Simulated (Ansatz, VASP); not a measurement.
# One calculation of Sr4O, two programs

```
Sr O
1.0
     6.12835    0.00000    0.00000
     0.00000    6.12835    0.00000
     0.00000    0.00000    6.12835
Sr O
4 1
Direct
  0.22452 0.22452 0.22452
  0.77548 0.77548 0.22452
  0.77548 0.22452 0.77548
  0.22452 0.77548 0.77548
  0.00000 0.00000 0.00000
```

Change from the starting cell: ordered vacancies on the anion sites of cuprite (P-43m, No. 215).

Alike in both runs: functional PBE; k mesh 4 × 4 × 4; occupations gaussian, width 0.1 eV; no spin polarisation.

Ansatz relaxed the structure, and its values are those at the end. VASP's run is a single point on that final structure, the one shown.

```csv
,VASP,Ansatz
version,VASP 6.6.1,Ansatz 0.2.0
potentials or method,"VASP PAW PBE potentials, release 64 (Sr_sv, O)","scalar-relativistic, plane waves, PAW"
plane-wave cutoff (eV),520,420
valence electrons in the cell,46,46
```

|  | VASP | Ansatz | Ansatz less VASP |
| --- | --- | --- | --- |
| gap on the k mesh at the Fermi level (eV) | none | none | - |
| pressure (GPa) | 0.0 | -0.2 | -0.12 |
| rms of the force components (eV/Å) | 0.011 | 0.020 | +0.0088 |

A gap of «none» marks a metal or a gap that the smearing closes. With one functional, cell and mesh, what is left measures potentials, basis and numerics.
